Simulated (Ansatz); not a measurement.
Straining C

Level of theory: DFT PBE, scalar-relativistic, plane waves, PAW in Ansatz 0.2.0. Settings: 420 eV cutoff, 24×24×6 k-mesh, Gaussian smearing of 0.10 eV, no spin polarisation.

Reference structure (relaxed):

```
C
1.0
     2.46653    0.00000    0.00000
    -1.23327    2.13608    0.00000
     0.00000    0.00000    8.46545
C
4
Cartesian
  0.0000 0.0000 2.1164
  0.0000 0.0000 6.3491
  0.0000 1.4241 2.1164
  1.2333 0.7120 6.3491
```

Deformation: biaxial strain in the a-b plane, with the length and tilt of c and the atoms relaxed, all within the symmetry that the strain leaves. Energies are extrapolated to zero smearing. Stress is positive in compression, on the Cartesian axes of the cell above.

| strain (%) | ΔE (meV/atom) | a (Å) | b (Å) | c (Å) | σxx (GPa) | σyy (GPa) | σzz (GPa) |
| --- | --- | --- | --- | --- | --- | --- | --- |
| -4.5 | 155.3 | 2.356 | 2.356 | 8.694 | 53.59 | 53.59 | -0.01 |
| -3.0 | 66.3 | 2.393 | 2.393 | 8.618 | 33.46 | 33.46 | 0.01 |
| -1.5 | 15.9 | 2.430 | 2.430 | 8.624 | 15.52 | 15.52 | 0.01 |
| +0.0 | 0.0 | 2.467 | 2.467 | 8.465 | -0.02 | -0.02 | 0.06 |
| +1.5 | 14.8 | 2.504 | 2.504 | 8.671 | -13.37 | -13.37 | 0.01 |
| +3.0 | 56.9 | 2.541 | 2.541 | 8.704 | -24.77 | -24.77 | 0.01 |
| +4.5 | 123.3 | 2.578 | 2.578 | 8.717 | -34.52 | -34.52 | 0.01 |